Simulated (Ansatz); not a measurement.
Si2W under changes of volume

One of the cells (13.479 Å³/atom); the others are scaled copies at fixed shape and fractional positions:

```xyz
3
Lattice="-1.6069 1.6069 3.9150 1.6069 -1.6069 3.9150 1.6069 1.6069 -3.9150" Properties=species:S:1:pos:R:3 pbc="T T T"
W     0.0000    0.0000    0.0000
Si    0.0000    0.0000    5.2092
Si    0.0000    0.0000    2.6207
```

| Property | Result |
| --- | --- |
| Program | Ansatz 0.2.0 |
| Functional | PBE |
| Potentials or basis | all-electron LAPW, scalar-relativistic |
| Cutoff | 239 eV (chosen from the basis error) |
| Basis error allowed | 0.001 eV/atom |
| k mesh | 12 × 12 × 12 |
| Occupations | fermi-dirac, width 0.05 eV |
| Spin | no spin polarisation |

| volume (Å³/atom) | energy over the lowest point (meV/atom) | pressure (GPa) | largest force (eV/Å) |
| --- | --- | --- | --- |
| 12.670 | 57.68 | 19.8 | 0.254 |
| 12.939 | 29.56 | 13.7 | 0.190 |
| 13.209 | 11.22 | 8.2 | 0.130 |
| 13.479 | ? | ? | ? |
| 13.748 | 0.00 | -1.2 | 0.020 |
| 14.018 | 5.42 | -5.2 | 0.029 |
| 14.287 | 17.25 | -8.8 | 0.077 |

Task: What does the run at 13.479 Å³/atom give?

Result: Energy over the lowest point 1.66 meV/atom; pressure 3.3 GPa; largest force 0.073 eV/Å.

Worked out: A Birch-Murnaghan fit of order 3 (a polynomial in V^(-2/3)) to the other rows has its minimum at 13.67 Å³/atom with B0 = V·E''(V) = 220 GPa and B' = 4.4 at fixed shape and positions, which overstates the stiffness. It gives 1.64 meV/atom at 13.479 Å³/atom, against the run's 1.66, and -dE/dV = 3.2 GPa, against 3.3.

Energies are extrapolated to zero smearing.
